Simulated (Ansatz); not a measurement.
**B4N3: competing structures**

Theory: Ansatz, DFT PBE, scalar-relativistic, plane waves, PAW. All cells share a 420 eV cutoff and Γ-centred k meshes spaced at most about 0.3 Å⁻¹ (about 0.25 or finer for metals, 2π included). Spin is collinear in cells that carry moments; the others ran without spin or lost their moments.

The zero of energy is the elements' standard structures at the same level (N₂ as a molecule); no fitted shifts are applied.

These are static total energies at zero pressure. Larger cells and other orderings weren't all tried, so the list isn't exhaustive. No dispersion correction is applied, so the spacing and binding between layers, chains or molecules are poorly described (P-6m2, P-62m), and this can change margins and order among such cells. In P-6m2, P-43m an odd number of electrons in the primitive cell allows no gap without spin; a larger cell or a magnetic state could open one. Another magnetic order may lie lower.

Invented guesses were relaxed alike, and ends that match in structure, energy and magnetic state were merged. ΔE counts from the first row. Coordination counts N atoms around B (those within 1.25 times the shortest such distance or 1.15 times the sum of covalent radii, 1.27 where that leaves under three; a plus sign parts nearer from farther groups; the shortest distance is added where it exceeds 1.18 times the sum of covalent radii; a slash parts the counts of unlike sites). The ends were matched against large subsets of the Crystallography Open Database and the Materials Project, so a missing match doesn't prove that a structure is unreported.

```csv
#,reached from,type and space group,atoms,Å³/atom,coordination,ΔE (meV/atom),gap on mesh (eV),moments,in databases
1,a cell proposed by chemical analogy,P-6m2 (No. 187),7,9.5,B 2/3,0,0.00,none,no match
2,a cell proposed by chemical analogy,P-43m (No. 215),7,6.7,B 3,22,0.00,none,no match
3,a cell proposed by chemical analogy,P-62m (No. 189),7,14.5,B 3/6+6 from 3.4 Å,173,0.00,"parallel, 0.7 μB",no match
```

The lowest: Space group P-6m2 (No. 187), hexagonal, a = 4.855 Å, c = 3.255 Å. Around B on a site of symmetry mm2 lie 2 N at 1.44 Å; around B on a site of symmetry -6m2 lie 3 N at 1.40 Å; N is surrounded by 3 B at 1.40–1.44 Å. Its energy over the elements is −0.40 eV/atom. Whether it is stable depends on the other phases of the system, which aren't compared here. An observed structure of this formula, if there is one, may be missing.

```cif
data_structure
_symmetry_space_group_name_H-M 'P-6m2'
_symmetry_Int_Tables_number 187
_cell_length_a 4.8550
_cell_length_b 4.8550
_cell_length_c 3.2553
_cell_angle_alpha 90.000
_cell_angle_beta 90.000
_cell_angle_gamma 120.000
_cell_volume 66.45
loop_
_atom_site_label
_atom_site_type_symbol
_atom_site_symmetry_multiplicity
_atom_site_Wyckoff_symbol
_atom_site_fract_x
_atom_site_fract_y
_atom_site_fract_z
_atom_site_occupancy
B1 B 3 j 0.50931 0.01863 0.00000 1
B2 B 1 a 0.00000 0.00000 0.00000 1
N1 N 3 j 0.16621 0.83379 0.00000 1
```

The second: Space group P-43m (No. 215), cubic, a = 3.606 Å. B has 3 N at 1.54 Å; around N lie 4 B at 1.54 Å. Counting N atoms around B, the first has B 2/3 and the second has B 3. Cells relaxed within their symmetry can be saddle points.

```
CELL_PARAMETERS angstrom
3.60569 0.00000 0.00000
0.00000 3.60569 0.00000
0.00000 0.00000 3.60569
ATOMIC_POSITIONS crystal
B 0.73867 0.26133 0.73867
B 0.26133 0.73867 0.73867
B 0.73867 0.73867 0.26133
B 0.26133 0.26133 0.26133
N 0.50000 0.50000 0.00000
N 0.50000 0.00000 0.50000
N 0.00000 0.50000 0.50000
```

Some types were kept out of the candidates beforehand, so the set may lack a known form.
